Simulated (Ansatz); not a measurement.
What a change of settings does to a run on H

The structure comes from a relaxation in the same program, started in the fcc type, and has space group Fm-3m. Whether it is a known phase or the ground state wasn't checked.

First run: DFT, PBE, all-electron LAPW, scalar-relativistic (Ansatz 0.2.0).

Command: `ansatz run input.yaml --threads 1 --pin off --max-ram 2048MiB --backend cpu --events-out ev --progress --plain --runs-dir out` The run took 2.8 s on 1 thread of Arm Neoverse V2, on a shared host, peak memory 0.2 GiB.

```yaml
crystal:
  lattice:
    - [0.0, 1.141838338, 1.141838338]
    - [1.141838338, 0.0, 1.141838338]
    - [1.141838338, 1.141838338, 0.0]
  atoms:
    - { symbol: H, position: [0.0, 0.0, 0.0] }
kpoints:
  mp_grid: { grid: [20, 20, 20] }
  band_path:
    path:
      - [0.0, 0.0, 0.0]
      - [0.5, 0.0, 0.5]
      - [0.625, 0.25, 0.625]
      - [0.375, 0.375, 0.75]
      - [0.0, 0.0, 0.0]
      - [0.5, 0.5, 0.5]
      - [0.5, 0.25, 0.75]
      - [0.5, 0.0, 0.5]
    npoints: 14
scf:
  occupations: { method: fermi_dirac, width: 0.05 }
hamiltonian:
  xc: pbe
  pseudopotentials: { kind: all_electron, lapw: { basis_error: 0.001 } }
output:
  forces: true
  stress: true
  eigenvalues: true
  populations: true
  dos: { projected: true, de: 0.2, e_range: [-14, 8] }
```

Result: converged; pressure -0.32 GPa; 5 SCF iterations.

The input is then changed:

```diff
@@ -21,4 +21,5 @@
 scf:
   occupations: { method: fermi_dirac, width: 0.05 }
+  n_extra_bands: 8
 hamiltonian:
   xc: pbe
@@ -29,4 +30,3 @@
   eigenvalues: true
   populations: true
-  dos: { projected: true, de: 0.2, e_range: [-14, 8] }
```

(1) What does the second run give?

## Answers

(1) It converged; energy at zero smearing 0.0 meV/atom from the first run; pressure -0.32 GPa; 3 SCF iterations.
